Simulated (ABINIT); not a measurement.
Runs of ABINIT 10.8.3 (patched build) on Bi. The structure is cubic, space group Im-3m (No. 229). Conventional cell: a = 3.963 Å, b = 3.963 Å, c = 3.963 Å, α = 90.00°, β = 90.00°, γ = 90.00°. Bi (site symmetry m-3m) has 8 Bi at 3.43 Å as nearest neighbours. This isn't the form of Bi at room conditions, which is rhombohedral.

| level | gap on the mesh (eV) | pressure (GPa) |
| --- | --- | --- |
| r2SCAN | none | -0.4 |
| PW91 | none | 0.3 |
| SCAN | none | (c) |
| RPBE | none | 1.7 |
| PBEsol | none | -2.5 |
| AM05 | none | -2.4 |
| LDA | none | (a) |
| WC | none | (b) |

Alike in all rows: task band structure; potentials or basis JTH PAW PBE v2.0; no spin polarisation; cell as given; k mesh 9 × 9 × 9; cutoff (eV) 707; smearing fermi-dirac 0.05 eV.

Q: Estimate the missing entries.

A: (a) -3.8; (b) -2.3; (c) -1.8.

Caveats: the PAW data sets were made with another functional, which shifts forces and pressure a little; spin-orbit coupling is left out, which moves the levels of the heavy elements.

A k mesh can miss the band edges, and the runs leave out spin-orbit coupling on Bi.

A gap of «none» marks a metal or a gap under the smearing width.

Runs at the PBE level aren't shown here.
